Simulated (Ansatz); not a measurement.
# MgI2: the cost of one run

Computed with Ansatz 0.2.0 (reference: DFT, HSE06, plane waves, PAW, unless a step's input says otherwise).

1 further run of the same task is left out (it didn't finish).

## (1) Starting point

Symmetry: R3m, No. 160, trigonal system. The conventional cell has a = 4.055 Å, b = 4.055 Å, c = 21.766 Å, α = 90.00°, β = 90.00°, γ = 120.00°. Mg (site symmetry 3m) is surrounded by 6 I at 2.98 Å. I (site symmetry 3m) is surrounded by 3 Mg at 2.98 Å.

Coordinates:

```cif
data_structure
_symmetry_space_group_name_H-M 'P 1'
_symmetry_Int_Tables_number 1
_cell_length_a 7.6238
_cell_length_b 7.6238
_cell_length_c 7.6238
_cell_angle_alpha 30.846
_cell_angle_beta 30.846
_cell_angle_gamma 30.846
_cell_volume 103.32
loop_
_atom_site_label
_atom_site_type_symbol
_atom_site_fract_x
_atom_site_fract_y
_atom_site_fract_z
_atom_site_occupancy
Mg1 Mg 0.99999 0.99999 0.99999 1
I1 I 0.41792 0.41792 0.41792 1
I2 I 0.24876 0.24876 0.24876 1
```

## (2) The reference run

The input, input.yaml:

```yaml
crystal:
  lattice:
    - [2.027477379, 1.1705646105, 7.2554236184]
    - [-2.027477379, 1.1705646105, 7.2554236184]
    - [0.0, -2.3411292211, 7.2554236184]
  atoms:
    - { symbol: Mg, position: [-1.00373e-05, -1.00373e-05, -1.00373e-05] }
    - { symbol: I, position: [0.4179194839, 0.4179194839, 0.4179194839] }
    - { symbol: I, position: [0.24875722, 0.24875722, 0.24875722] }
kpoints:
  mp_grid: { grid: [4, 4, 4] }
hamiltonian:
  xc: hse06
scf:
  occupations: { method: fixed }
  n_extra_bands: 4
output:
  forces: true
  stress: true
  eigenvalues: true
```

Started as:

```sh
> ansatz run input.yaml --threads 4 --pin off --max-ram 3686MiB --backend cpu --events-out ev --progress --plain --runs-dir out
```

What time and memory should one allow on 4 threads of Arm Neoverse N1, shared host?

About 46 s, with a peak of 1.5 GiB.
